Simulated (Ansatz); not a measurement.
Moving the pressure in Co

The cell as given:

It takes space group P6_3/mmc (No. 194, hexagonal). The conventional cell has a = 2.471 Å, b = 2.471 Å, c = 8.088 Å, α = 90.00°, β = 90.00°, γ = 120.00°. Co (site symmetry -6m2) is surrounded by 12 Co at 2.47 Å. Co (site symmetry -3m) has 12 Co at 2.47 Å as nearest neighbours.

Kept alike: task relaxation of cell and atoms; functional PBE; k mesh 12 × 12 × 4; occupations fermi-dirac, width 0.05 eV; collinear spin, ferromagnetic start. Program: Ansatz, Ansatz PAW, cutoff 420 eV. The mesh is that of the run's cell of 4 atoms. No spin-orbit coupling.

| pressure, P (GPa) | volume (Å³/atom) | first edge of the run's cell (Å) | third edge of the run's cell (Å) | largest site moment (μB) |
| --- | --- | --- | --- | --- |
| 0 | 10.915 | 2.498 | 8.079 | 1.75 |
| 2 | 10.815 | 2.490 | 8.054 | 1.74 |
| 5 | 10.673 | 2.480 | 8.018 | 1.73 |
| 10 | 10.456 | 2.463 | 7.964 | 1.71 |
| 20 | 10.071 | 2.431 | 7.873 | 1.65 |
| 30 | 9.756 | 2.404 | 7.797 | 1.61 |

The relaxations keep at least the cell's symmetry (P6_3/mmc). For a metal such a mesh leaves the last digits unconverged. The runs follow the start's structure, whether or not it is the stable one at these pressures. Ansatz's relaxations hold a Pulay term in the stress (up to 0.2 GPa here). P is the pressure aimed at, which the runs meet within some hundredths to tenths of a GPa. The runs hold the magnetic state that their start led to, which needn't be the lowest. Site moments count inside each atom's sphere or projector.

**Question.** What does the pressure change here?

**Answer.** The volume falls from 10.915 to 9.756 Å³/atom between 0 and 30 GPa. The volume falls ever more slowly, since the solid stiffens under load. At the pressures aimed at, which the runs meet within some tenths of a GPa, the step from 0 to 5 GPa gives a mean bulk modulus near 223 GPa, the last step 315 GPa. The first edge of the run's cell falls from 2.498 to 2.404 Å between 0 and 30 GPa. The third edge of the run's cell falls from 8.079 to 7.797 Å between 0 and 30 GPa. The largest site moment falls from 1.75 to 1.61 μB between 0 and 30 GPa.
